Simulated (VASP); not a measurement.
All values below come from PBE GGA, VASP's PBE PAW potentials (set 64) (plane waves; VASP).

The input files of a VASP run:

**INCAR**
```
SYSTEM = CsBr
PREC = Accurate
ENCUT = 520
EDIFF = 1E-6
NELM = 100
ALGO = Normal
LREAL = .FALSE.
LASPH = .TRUE.
ISMEAR = 0
SIGMA = 0.05
GGA = PE
LMAXMIX = 4
LWAVE = .FALSE.
LCHARG = .FALSE.
IBRION = 2
ISIF = 3
NSW = 60
EDIFFG = -0.01
```

POSCAR:
```
CsBr
1.0
  4.3908082423   0.0000000000   0.0000000000
  0.0000000000   4.3908082423   0.0000000000
  0.0000000000   0.0000000000   4.3908082423
Cs Br
1 1
Cartesian
  0.0000000000   0.0000000000   0.0000000000
  2.1954041212   2.1954041212   2.1954041212
```

KPOINTS:
```
Automatic mesh
0
Gamma
6 6 6
0 0 0
```

POTCAR, in this order: Cs_sv Br (PBE.64 set). Program: vasp_std.

The resulting files:

File OSZICAR:
```
       N       E                     dE             d eps       ncg     rms          rms(c)
DAV:   1     0.978829609046E+02    0.97883E+02   -0.65783E+03   480   0.112E+03
DAV:   2     0.963950072004E+00   -0.96919E+02   -0.90330E+02   724   0.175E+02
DAV:   3    -0.623465309936E+01   -0.71986E+01   -0.71815E+01   592   0.565E+01
DAV:   4    -0.630743298428E+01   -0.72780E-01   -0.72757E-01   544   0.676E+00
DAV:   5    -0.630806981675E+01   -0.63683E-03   -0.63667E-03   616   0.617E-01    0.180E+00
DAV:   6    -0.606192177552E+01    0.24615E+00   -0.37448E-01   548   0.305E+00    0.110E+00
DAV:   7    -0.602090266640E+01    0.41019E-01   -0.18484E-01   600   0.219E+00    0.592E-01
DAV:   8    -0.602380086818E+01   -0.28982E-02   -0.13058E-02   540   0.811E-01    0.965E-02
DAV:   9    -0.602427155141E+01   -0.47068E-03   -0.24016E-03   572   0.301E-01    0.801E-02
DAV:  10    -0.602432266170E+01   -0.51110E-04   -0.16581E-04   556   0.105E-01    0.115E-02
DAV:  11    -0.602432875458E+01   -0.60929E-05   -0.33612E-05   572   0.366E-02    0.473E-03
DAV:  12    -0.602432874712E+01    0.74623E-08   -0.74320E-06   556   0.170E-02
   1 F= -.60243287E+01 E0= -.60243287E+01  d E =-.602433E+01
```

**OUTCAR**
```
------------------------ aborting loop because EDIFF is reached ----------------------------------------
  FORCE on cell =-STRESS in cart. coord.  units (eV):
  Direction    XX          YY          ZZ          XY          YZ          ZX
  --------------------------------------------------------------------------------------
  Total        0.0120068      0.0120068      0.0120068      0.0000000      0.0000000      0.0000000
  in kB        0.2272503      0.2272503      0.2272503      0.0000000      0.0000000      0.0000000
  external PRESSURE =       0.2272503 kB  Pullay stress =       0.0000000 kB
  volume of cell :       84.65
      direct lattice vectors                 reciprocal lattice vectors
     4.390808242  0.000000000  0.000000000     0.227748502  0.000000000  0.000000000
     0.000000000  4.390808242  0.000000000     0.000000000  0.227748502  0.000000000
     0.000000000  0.000000000  4.390808242     0.000000000  0.000000000  0.227748502
 POSITION                                       TOTAL-FORCE (eV/Angst)
 -----------------------------------------------------------------------------------
      0.00000      0.00000      0.00000         0.000000      0.000000      0.000000
      2.19540      2.19540      2.19540         0.000000      0.000000      0.000000
 -----------------------------------------------------------------------------------
    total drift:                                0.000000      0.000000      0.000000
  FREE ENERGIE OF THE ION-ELECTRON SYSTEM (eV)
  ---------------------------------------------------
  free  energy   TOTEN  =        -6.0243287471 eV

  energy  without entropy=       -6.0243287471  energy(sigma->0) =       -6.02432875

 reached required accuracy - stopping structural energy minimisation
```
(Selected blocks of OUTCAR.)

The compound is CsBr in the CsCl type structure. It was relaxed first, which changed the volume by +7 %. The start is the result of an earlier pass.
